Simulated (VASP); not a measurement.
# SiC: X-ray absorption with a core hole, part 3 of 5

Wanted: the near-edge structure of SiC. The cell has space group P6_3mc, a computed entry that need not be the common form of this compound. The start is a computed cell from the Materials Project.

VASP 6.6.1, plane waves and PAW; the level of theory is named at each step.

So far. Step 2 (Relaxation): At PBE, with these data sets, the largest force is down to 0.0039 eV/Å.

## (4) K edge, Wyckoff site Si a, full hole

This step: supercell core-hole method, r2SCAN, full hole; plane waves and PAW (Si, Si, C) (VASP 6.6.1).

One core electron is taken from the first atom, which POSCAR lists as a species of its own, and NELECT stays that of the neutral valence shell, so the cell is charged against a background. NBANDS covers the range above the edge. The first density still holds the charge taken from the core, which is what the BRMIX lines of the log report.

INCAR reads:

```
SYSTEM = SiC
PREC = Accurate
ENCUT = 400
EDIFF = 1E-06
NELM = 100
ISMEAR = 0
SIGMA = 0.05
LREAL = Auto
ALGO = Normal
METAGGA = R2SCAN
LASPH = .TRUE.
NBANDS = 568
LWAVE = .FALSE.
LCHARG = .FALSE.
ICORELEVEL = 2
CLNT = 1
CLN = 1
CLL = 0
CLZ = 1
CH_LSPEC = .TRUE.
CH_NEDOS = 1500
CH_SIGMA = 1
NELECT = 288
```

POSCAR reads:

```
SiC
1.0
    9.2270824491      0.0000000000      0.0000000000
   -4.6135412244      7.9908878037      0.0000000000
    0.0000000000      0.0000000000     10.0706464800
Si Si C
1 35 36
Direct
    0.0000000000      0.0000000000      0.1878943800
    0.0000000000      0.3333333333      0.1878943800
    0.0000000000      0.6666666667      0.1878943800
    0.3333333333      0.0000000000      0.1878943800
    0.3333333333      0.3333333333      0.1878943800
    0.3333333333      0.6666666667      0.1878943800
    0.6666666667      0.0000000000      0.1878943800
    0.6666666667      0.3333333333      0.1878943800
    0.6666666667      0.6666666667      0.1878943800
    0.0000000000      0.0000000000      0.6878943800
    0.0000000000      0.3333333333      0.6878943800
    0.0000000000      0.6666666667      0.6878943800
    0.3333333333      0.0000000000      0.6878943800
    0.3333333333      0.3333333333      0.6878943800
    0.3333333333      0.6666666667      0.6878943800
    0.6666666667      0.0000000000      0.6878943800
    0.6666666667      0.3333333333      0.6878943800
    0.6666666667      0.6666666667      0.6878943800
    0.1111111111      0.2222222222      0.4378419800
    0.1111111111      0.5555555556      0.4378419800
    0.1111111111      0.8888888889      0.4378419800
    0.4444444444      0.2222222222      0.4378419800
    0.4444444444      0.5555555556      0.4378419800
    0.4444444444      0.8888888889      0.4378419800
    0.7777777778      0.2222222222      0.4378419800
    0.7777777778      0.5555555556      0.4378419800
    0.7777777778      0.8888888889      0.4378419800
    0.2222222222      0.1111111111      0.9378419800
    0.2222222222      0.4444444444      0.9378419800
    0.2222222222      0.7777777778      0.9378419800
    0.5555555556      0.1111111111      0.9378419800
    0.5555555556      0.4444444444      0.9378419800
    0.5555555556      0.7777777778      0.9378419800
    0.8888888889      0.1111111111      0.9378419800
    0.8888888889      0.4444444444      0.9378419800
    0.8888888889      0.7777777778      0.9378419800
    0.0000000000      0.0000000000      0.0004600500
    0.0000000000      0.3333333333      0.0004600500
    0.0000000000      0.6666666667      0.0004600500
    0.3333333333      0.0000000000      0.0004600500
    0.3333333333      0.3333333333      0.0004600500
    0.3333333333      0.6666666667      0.0004600500
    0.6666666667      0.0000000000      0.0004600500
    0.6666666667      0.3333333333      0.0004600500
    0.6666666667      0.6666666667      0.0004600500
    0.0000000000      0.0000000000      0.5004600500
    0.0000000000      0.3333333333      0.5004600500
    0.0000000000      0.6666666667      0.5004600500
    0.3333333333      0.0000000000      0.5004600500
    0.3333333333      0.3333333333      0.5004600500
    0.3333333333      0.6666666667      0.5004600500
    0.6666666667      0.0000000000      0.5004600500
    0.6666666667      0.3333333333      0.5004600500
    0.6666666667      0.6666666667      0.5004600500
    0.1111111111      0.2222222222      0.2498025900
    0.1111111111      0.5555555556      0.2498025900
    0.1111111111      0.8888888889      0.2498025900
    0.4444444444      0.2222222222      0.2498025900
    0.4444444444      0.5555555556      0.2498025900
    0.4444444444      0.8888888889      0.2498025900
    0.7777777778      0.2222222222      0.2498025900
    0.7777777778      0.5555555556      0.2498025900
    0.7777777778      0.8888888889      0.2498025900
    0.2222222222      0.1111111111      0.7498025900
    0.2222222222      0.4444444444      0.7498025900
    0.2222222222      0.7777777778      0.7498025900
    0.5555555556      0.1111111111      0.7498025900
    0.5555555556      0.4444444444      0.7498025900
    0.5555555556      0.7777777778      0.7498025900
    0.8888888889      0.1111111111      0.7498025900
    0.8888888889      0.4444444444      0.7498025900
    0.8888888889      0.7777777778      0.7498025900
```

KPOINTS reads:

```
Automatic mesh
0
Gamma
2 2 2
0 0 0
```

PAW data sets: Si, Si and C (PBE family, release 64).

Started as:

```console
> mpirun -np 8 vasp_std
```

Output:

```text
[banner, memory and clock lines left out]
running    8 mpi-ranks, on    1 nodes
 distrk:  each k-point on    8 cores,    1 groups
 distr:  one band on    1 cores,    8 groups

 POSCAR found type information on POSCAR SiSiC
 POSCAR found :  3 types and      72 ions
 [... a notice as in an earlier step ...]

 [... a notice as in an earlier step ...]

 LDA part: xc-table for (None), standard interpolation
 POSCAR, INCAR and KPOINTS ok, starting setup
 FFT: planning ... GRIDC
 FFT: planning ... GRID_SOFT
 FFT: planning ... GRID
 WAVECAR not read
 entering main loop
       N       E                     dE             d eps       ncg     rms          rms(c)
DAV:   1     0.442516409727E+03    0.44252E+03   -0.90301E+04  4544   0.384E+02
DAV:   2    -0.680883118907E+03   -0.11234E+04   -0.10598E+04  5496   0.117E+02
DAV:   3    -0.726519959953E+03   -0.45637E+02   -0.44846E+02  5496   0.203E+01
DAV:   4    -0.726766122720E+03   -0.24616E+00   -0.24606E+00  5512   0.158E+00
DAV:   5    -0.726767108545E+03   -0.98583E-03   -0.98579E-03  5352   0.102E-01BRMIX: very serious problems
 the old and the new charge density differ
 old charge density:   289.00000 new  288.00000
    0.729E+01
DAV:   6    -0.618452480588E+03    0.10831E+03   -0.23784E+01  5032   0.714E+00    0.394E+01
DAV:   7    -0.619609287738E+03   -0.11568E+01   -0.18665E+01  5496   0.398E+00    0.130E+01
DAV:   8    -0.619737211287E+03   -0.12792E+00   -0.61133E-01  5160   0.876E-01    0.798E+00
DAV:   9    -0.619772191243E+03   -0.34980E-01   -0.62754E-02  5312   0.334E-01    0.238E+00
DAV:  10    -0.619779140787E+03   -0.69495E-02   -0.28072E-02  5040   0.193E-01    0.132E+00
DAV:  11    -0.619779234872E+03   -0.94085E-04   -0.27603E-03  5512   0.518E-02    0.184E-01
DAV:  12    -0.619779391643E+03   -0.15677E-03   -0.31361E-04  5112   0.144E-02    0.200E-01
DAV:  13    -0.619779433283E+03   -0.41641E-04   -0.71359E-05  4944   0.904E-03    0.245E-02
DAV:  14    -0.619779434854E+03   -0.15703E-05   -0.25949E-06  5552   0.169E-03    0.754E-03
DAV:  15    -0.619779436880E+03   -0.20267E-05   -0.47180E-07  2928   0.687E-04    0.423E-03
DAV:  16    -0.619779437388E+03   -0.50743E-06   -0.40518E-08  2672   0.217E-04
   1 F= -.61977944E+03 E0= -.61977944E+03  d E =-.152618E-12
 Starting Core_Hole_Spec
 Ending Core_Hole_Spec
```

Elapsed: 7.3 min, on 8 MPI ranks of AMD EPYC 9R45, shared host; peak memory 2.5 GiB.

Parts of OUTCAR (step 4):

```text
NELECT = 288

 ion  position               nearest neighbor table
   1  0.000  0.000  0.188-  57 1.88  55 1.88  63 1.88  37 1.89   2 3.08   3 3.08   4 3.08   7 3.08
                             5 3.08   9 3.08  21 3.08  19 3.08  27 3.08  34 3.08  36 3.08  28 3.08
   2  0.000  0.333  0.188-  55 1.88  61 1.88  56 1.88  38 1.89   1 3.08   5 3.08   8 3.08   7 3.08
                             6 3.08   3 3.08  19 3.08  25 3.08  20 3.08  35 3.08  34 3.08  29 3.08
   3  0.000  0.667  0.188-  56 1.88  57 1.88  62 1.88  39 1.89   1 3.08   6 3.08   9 3.08   4 3.08
                             8 3.08   2 3.08  20 3.08  21 3.08  26 3.08  36 3.08  30 3.08  35 3.08
   4  0.333  0.000  0.188-  60 1.88  58 1.88  57 1.88  40 1.89   5 3.08   6 3.08   1 3.08   3 3.08
                             8 3.08   7 3.08  24 3.08  22 3.08  21 3.08  28 3.08  30 3.08  31 3.08
   5  0.333  0.333  0.188-  58 1.88  55 1.88  59 1.88  41 1.89   4 3.08   2 3.08   1 3.08   6 3.08
                             8 3.08   9 3.08  22 3.08  19 3.08  23 3.08  29 3.08  28 3.08  32 3.08
   6  0.333  0.667  0.188-  59 1.88  60 1.88  56 1.88  42 1.89   4 3.08   3 3.08   2 3.08   7 3.08
                             5 3.08   9 3.08  23 3.08  24 3.08  20 3.08  30 3.08  29 3.08  33 3.08
   7  0.667  0.000  0.188-  63 1.88  61 1.88  60 1.88  43 1.89   8 3.08   9 3.08   1 3.08   2 3.08
                             6 3.08   4 3.08  27 3.08  25 3.08  24 3.08  31 3.08  33 3.08  34 3.08
   8  0.667  0.333  0.188-  61 1.88  62 1.88  58 1.88  44 1.89   7 3.08   2 3.08   4 3.08   3 3.08
                             9 3.08   5 3.08  25 3.08  26 3.08  22 3.08  32 3.08  31 3.08  35 3.08
   9  0.667  0.667  0.188-  62 1.88  63 1.88  59 1.88  45 1.89   7 3.08   3 3.08   1 3.08   8 3.08
                             6 3.08   5 3.08  26 3.08  27 3.08  23 3.08  33 3.08  36 3.08  32 3.08
  10  0.000  0.000  0.688-  70 1.88  72 1.88  64 1.88  46 1.89  11 3.08  12 3.08  13 3.08  16 3.08
                            14 3.08  18 3.08  34 3.08  36 3.08  28 3.08  21 3.08  19 3.08  27 3.08
  11  0.000  0.333  0.688-  71 1.88  70 1.88  65 1.88  47 1.89  10 3.08  14 3.08  17 3.08  16 3.08
                            15 3.08  12 3.08  35 3.08  34 3.08  29 3.08  19 3.08  25 3.08  20 3.08
  12  0.000  0.667  0.688-  72 1.88  66 1.88  71 1.88  48 1.89  10 3.08  15 3.08  18 3.08  13 3.08
                            17 3.08  11 3.08  36 3.08  30 3.08  35 3.08  20 3.08  21 3.08  26 3.08
  13  0.333  0.000  0.688-  64 1.88  66 1.88  67 1.88  49 1.89  14 3.08  15 3.08  10 3.08  12 3.08
                            17 3.08  16 3.08  28 3.08  30 3.08  31 3.08  24 3.08  22 3.08  21 3.08
  14  0.333  0.333  0.688-  65 1.88  64 1.88  68 1.88  50 1.89  13 3.08  11 3.08  10 3.08  15 3.08
                            17 3.08  18 3.08  29 3.08  28 3.08  32 3.08  22 3.08  19 3.08  23 3.08
  15  0.333  0.667  0.688-  66 1.88  65 1.88  69 1.88  51 1.89  13 3.08  12 3.08  11 3.08  16 3.08
                            14 3.08  18 3.08  30 3.08  29 3.08  33 3.08  23 3.08  24 3.08  20 3.08
  16  0.667  0.000  0.688-  67 1.88  69 1.88  70 1.88  52 1.89  17 3.08  18 3.08  10 3.08  11 3.08
                            15 3.08  13 3.08  31 3.08  33 3.08  34 3.08  27 3.08  25 3.08  24 3.08
  17  0.667  0.333  0.688-  68 1.88  67 1.88  71 1.88  53 1.89  16 3.08  11 3.08  13 3.08  12 3.08
                            18 3.08  14 3.08  32 3.08  31 3.08  35 3.08  25 3.08  26 3.08  22 3.08
  18  0.667  0.667  0.688-  69 1.88  72 1.88  68 1.88  54 1.89  16 3.08  12 3.08  10 3.08  17 3.08
                            15 3.08  14 3.08  33 3.08  36 3.08  32 3.08  26 3.08  27 3.08  23 3.08
  19  0.111  0.222  0.438-  47 1.88  46 1.88  50 1.88  55 1.89  21 3.08  22 3.08  25 3.08  27 3.08
                            23 3.08  20 3.08   2 3.08   1 3.08   5 3.08  11 3.08  10 3.08  14 3.08
  20  0.111  0.556  0.438-  48 1.88  51 1.88  47 1.88  56 1.89  21 3.08  23 3.08  26 3.08  24 3.08
[...]
71  0.889  0.444  0.750-  11 1.88  17 1.88  12 1.88  35 1.89
  72  0.889  0.778  0.750-  12 1.88  10 1.88  18 1.88  36 1.89

The static configuration has the point symmetry C_3v.

 Found      4 irreducible k-points:

   k-points           NKPTS =      4   k-points in BZ     NKDIM =      4   number of bands    NBANDS=    568

 the core state eigenenergies are
   1-  1s  -1959.1688  2s   -169.6016  2p   -129.0044
   2-  1s  -1798.3847  2s   -133.3117  2p    -88.9400
   3-  1s  -1798.3847  2s   -133.3117  2p    -88.9400
   4-  1s  -1798.3847  2s   -133.3117  2p    -88.9400
   5-  1s  -1798.3847  2s   -133.3117  2p    -88.9400
   6-  1s  -1798.2191  2s   -133.1417  2p    -88.7702
   7-  1s  -1798.3847  2s   -133.3117  2p    -88.9400
   8-  1s  -1798.2156  2s   -133.1289  2p    -88.7580
   9-  1s  -1798.3847  2s   -133.3117  2p    -88.9400
  10-  1s  -1798.1848  2s   -133.1035  2p    -88.7322
  11-  1s  -1798.0968  2s   -133.0162  2p    -88.6449
  12-  1s  -1798.0968  2s   -133.0162  2p    -88.6449
  13-  1s  -1798.0968  2s   -133.0162  2p    -88.6449
  14-  1s  -1798.0968  2s   -133.0162  2p    -88.6449
  15-  1s  -1798.0384  2s   -132.9580  2p    -88.5868
  16-  1s  -1798.0968  2s   -133.0162  2p    -88.6449
  17-  1s  -1798.0488  2s   -132.9698  2p    -88.5984
  18-  1s  -1798.0968  2s   -133.0162  2p    -88.6449
  19-  1s  -1798.3427  2s   -133.2796  2p    -88.9075
  20-  1s  -1798.1755  2s   -133.1027  2p    -88.7310
  21-  1s  -1798.3427  2s   -133.2796  2p    -88.9075
  22-  1s  -1798.1470  2s   -133.0757  2p    -88.7039
  23-  1s  -1798.1755  2s   -133.1027  2p    -88.7310
  24-  1s  -1798.1755  2s   -133.1027  2p    -88.7310
  25-  1s  -1798.1470  2s   -133.0757  2p    -88.7039
  26-  1s  -1798.1470  2s   -133.0757  2p    -88.7039
  27-  1s  -1798.3427  2s   -133.2796  2p    -88.9075
  28-  1s  -1798.3444  2s   -133.2790  2p    -88.9070
  29-  1s  -1798.1371  2s   -133.0649  2p    -88.6932
  30-  1s  -1798.1371  2s   -133.0649  2p    -88.6932
  31-  1s  -1798.1776  2s   -133.0992  2p    -88.7279
  32-  1s  -1798.1776  2s   -133.0992  2p    -88.7279
  33-  1s  -1798.1371  2s   -133.0649  2p    -88.6932
  34-  1s  -1798.3444  2s   -133.2790  2p    -88.9070
  35-  1s  -1798.1776  2s   -133.0992  2p    -88.7279
  36-  1s  -1798.3444  2s   -133.2790  2p    -88.9070
  37-  1s   -265.9485
  38-  1s   -264.8369
  39-  1s   -264.8369
[...]
71-  1s   -264.6452
  72-  1s   -264.7496

 E-fermi :   8.3653

 k-point     1 :       0.0000    0.0000    0.0000
  band No.  band energies     occupation
    ...
    140       7.4916      2.00000
    141       7.4916      2.00000
    142       8.0388      2.00000
    143       8.1175      2.00000
    144       8.1176      2.00000
    145      10.8995      0.00000
    146      11.2577      0.00000
    147      11.2577      0.00000
    148      11.4615      0.00000
    149      11.5828      0.00000
    ...

 k-point     2 :       0.5000    0.0000    0.0000
  band No.  band energies     occupation
    ...
    140       7.1372      2.00000
    141       7.6428      2.00000
    142       7.7427      2.00000
    143       7.8030      2.00000
    144       7.8841      2.00000
    145      10.6308      0.00000
    146      10.7658      0.00000
    147      11.5650      0.00000
    148      11.6548      0.00000
    149      11.8689      0.00000
    ...

  Total      -19.0746835    -19.0746835    -19.4228453     -0.0000000      0.0000000     -0.0000000
  in kB      -41.1577038    -41.1577038    -41.9089374     -0.0000000      0.0000000     -0.0000000
  external PRESSURE =     -41.4081150 kB  Pullay stress =       0.0000000 kB

 POSITION                                       TOTAL-FORCE (eV/Angst)
 -----------------------------------------------------------------------------------
      0.00000      0.00000      1.89222        -0.000000      0.000000     -0.186833
     -1.53785      2.66363      1.89222        -0.774260      0.226088     -0.415135
     -3.07569      5.32726      1.89222        -0.191332     -0.783572     -0.415135
      3.07569      0.00000      1.89222         0.582928      0.557485     -0.415135
      1.53785      2.66363      1.89222         0.774260      0.226088     -0.415135
     -0.00000      5.32726      1.89222        -0.000000      0.000000     -0.188965
      6.15139      0.00000      1.89222        -0.582928      0.557485     -0.415135
      4.61354      2.66363      1.89222        -0.000000      0.000000     -0.181499
      3.07569      5.32726      1.89222         0.191332     -0.783572     -0.415135
      0.00000      0.00000      6.92754        -0.000000      0.000000     -0.002106
     -1.53785      2.66363      6.92754         0.066998      0.123538      0.089935
     -3.07569      5.32726      6.92754         0.140486     -0.003747      0.089935
      3.07569      0.00000      6.92754         0.073488     -0.119791      0.089935
      1.53785      2.66363      6.92754        -0.066998      0.123538      0.089935
     -0.00000      5.32726      6.92754        -0.000000     -0.000000      0.052651
      6.15139      0.00000      6.92754        -0.073488     -0.119791      0.089935
      4.61354      2.66363      6.92754        -0.000000     -0.000000      0.040351
      3.07569      5.32726      6.92754        -0.140486     -0.003747      0.089935
      0.00000      1.77575      4.40935        -0.000000     -0.017602      0.875072
     -1.53785      4.43938      4.40935         0.047975      0.027698      0.228927
     -3.07569      7.10301      4.40935        -0.015243      0.008801      0.875072
      3.07569      1.77575      4.40935         0.079785      0.046064      0.121981
      1.53785      4.43938      4.40935        -0.047975      0.027698      0.228927
     -0.00000      7.10301      4.40935        -0.000000     -0.055397      0.228927
      6.15139      1.77575      4.40935        -0.079785      0.046064      0.121981
      4.61354      4.43938      4.40935        -0.000000     -0.092128      0.121981
      3.07569      7.10301      4.40935         0.015243      0.008801      0.875072
      1.53785      0.88788      9.44468         0.691387      0.399172     -0.197518
      0.00000      3.55151      9.44468         0.000000      0.109504     -0.142944
     -1.53785      6.21513      9.44468         0.094833     -0.054752     -0.142944
      4.61354      0.88788      9.44468         0.000000      0.119856     -0.079373
      3.07569      3.55151      9.44468         0.103799     -0.059928     -0.079373
      1.53785      6.21513      9.44468        -0.094833     -0.054752     -0.142944
      7.68924      0.88788      9.44468        -0.691387      0.399172     -0.197518
      6.15139      3.55151      9.44468        -0.103799     -0.059928     -0.079373
      4.61354      6.21513      9.44468        -0.000000     -0.798345     -0.197518
      0.00000      0.00000      0.00463        -0.000000      0.000000      1.970902
     -1.53785      2.66363      0.00463         0.164137     -0.137182      0.171339
[...]
-----------------------------------------------------------------------------------
    total drift:                               -0.000003     -0.000005     -0.003799

  FREE ENERGIE OF THE ION-ELECTRON SYSTEM (eV)
  ---------------------------------------------------
  free  energy   TOTEN  =      -619.7794373878 eV

  energy  without entropy=     -619.7794373878  energy(sigma->0) =     -619.77943739

[... 6 parts as in an earlier step ...]

[... 2 further parts left out ...]
```

This step gave:

```
free energy (TOTEN) : -619.7794 eV
Fermi energy        : 8.365 eV
```

Smoothed further by a Gaussian, to a width of roughly 2 to 2.4 eV in all; heights scale with one over the cell volume; the energy axis is the program's own, and the fall at its high end is where NBANDS ends. Imaginary dielectric function times 10^5 against photon energy; read off at these points:

```csv
photon energy (eV),xx,zz
1793.0,8.2e-5,1.8e-4
1794.0,3.7e-4,7.3e-4
1795.0,0.00353,0.00511
1796.0,0.0302,0.0363
1797.0,0.134,0.141
1798.0,0.326,0.341
1799.0,0.492,0.594
1800.0,0.562,0.721
1801.0,0.635,0.599
1801.6,0.662,0.481
1802.0,0.638,0.414
1803.0,0.446,0.312
1804.0,0.281,0.266
1805.0,0.258,0.254
1806.0,0.271,0.258
1807.0,0.249,0.268
1808.0,0.206,0.272
1809.0,0.165,0.240
1810.0,0.123,0.207
1811.0,0.110,0.201
1812.0,0.128,0.202
1813.0,0.155,0.183
1814.0,0.239,0.184
1815.0,0.418,0.263
1816.0,0.517,0.352
1816.4,0.487,0.363
1817.0,0.385,0.341
1818.0,0.213,0.250
1819.0,0.150,0.193
1820.0,0.144,0.161
1821.0,0.131,0.125
1822.0,0.113,0.125
1823.0,0.116,0.148
1824.0,0.128,0.154
1825.0,0.130,0.138
1826.0,0.0897,0.0883
1827.0,0.0325,0.0305
1828.0,0.00551,0.00486
1829.0,4.0e-4,3.3e-4
1830.0,1.2e-5,9.4e-6
```

The smoothed xx curve reaches a tenth of its top at about 1796 eV.

[end of part 3 of 5]

[Lines on the potential files, build, host, timing and source positions are cut from VASP's logs without a mark.]

[Logs are printed without paths, hosts, clocks, repeated set-up lines and the standing remarks that a program may print on its own settings, such as how far it seeks lower states.]

[Hosts, paths, dates, database ids (printed as entryN), source tags and the programs' standing remarks are cut or masked in the printed files.]
